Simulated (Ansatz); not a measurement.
# NaF: a tetragonal deformation path

This session takes NaF and sets out to look for other minima along a tetragonal path.

Computed with Ansatz 0.2.0 (DFT PBE, scalar-relativistic, plane waves, PAW, unless a step's input says otherwise).

### Step 1. The starting structure

It takes space group Fm-3m (No. 225, cubic). Conventional cell: a = 4.647 Å, b = 4.647 Å, c = 4.647 Å, α = 90.00°, β = 90.00°, γ = 90.00°. Na (site symmetry m-3m) is surrounded by 6 F at 2.32 Å. Around F (site symmetry m-3m) lie 6 Na at 2.32 Å.

As a file:

```cif
data_structure
_symmetry_space_group_name_H-M 'Fm-3m'
_symmetry_Int_Tables_number 225
_cell_length_a 4.6466
_cell_length_b 4.6466
_cell_length_c 4.6466
_cell_angle_alpha 90.000
_cell_angle_beta 90.000
_cell_angle_gamma 90.000
_cell_volume 100.32
loop_
_atom_site_label
_atom_site_type_symbol
_atom_site_symmetry_multiplicity
_atom_site_Wyckoff_symbol
_atom_site_fract_x
_atom_site_fract_y
_atom_site_fract_z
_atom_site_occupancy
Na1 Na 4 a 0.00000 0.00000 0.00000 1
F1 F 4 b 0.50000 0.00000 0.00000 1
```

The cell is taken as given, not relaxed at this level.

### Step 2. Zero of energy

The reference gives a free energy of -2297.4266 eV, pressure 1.70 GPa, largest force 0.000 eV/Å and gap on the mesh 6.27 eV. It was computed beforehand with the settings of the runs below.

### Step 3. The scan: a tetragonal deformation path

At fixed volume and fractional coordinates, lengths along (0.000, 0.000, 1.000) are scaled against those across it; ρ is that ratio over its starting value.

### Step 4. At ρ = 0.707

input.yaml

```yaml
crystal:
  lattice:
    - [0.0, 2.60794736, 1.8438187835]
    - [2.60794736, 0.0, 1.8438187835]
    - [2.60794736, 2.60794736, 0.0]
  atoms:
    - { symbol: Na, position: [0.0, 0.0, 0.0] }
    - { symbol: F, position: [0.5, 0.5, 0.5] }
basis:
  ecutwfc: 420
kpoints:
  mp_grid: { grid: [10, 10, 10] }
hamiltonian:
  xc: pbe
scf:
  occupations: { method: gaussian, width: 0.05 }
output:
  forces: true
  stress: true
  eigenvalues: true
```

Launch:

```console
$ ansatz run input.yaml --threads 1 --pin off --max-ram 2560MiB --backend cpu --events-out ev --progress --plain --runs-dir out
```

Further runs follow: At ρ = 1.414; point ρ = 0.850; ρ = 1.200; At ρ = 0.780; point ρ = 1.300; At ρ = 0.920; At ρ = 1.100; point ρ = 0.650; ρ = 1.500; ρ = 0.960; At ρ = 1.050.

**Question.** What will these runs give? Wanted: highest point.

As calculated:

```
     quantity                        value
highest point  886.0 meV/atom at ρ = 0.650
```

What this shows: The undisturbed cell stays the lowest of the sampled points. No sampled point inside the path is a dip, apart from those named. The gap on the mesh stays between 5.31 and 6.27 eV.
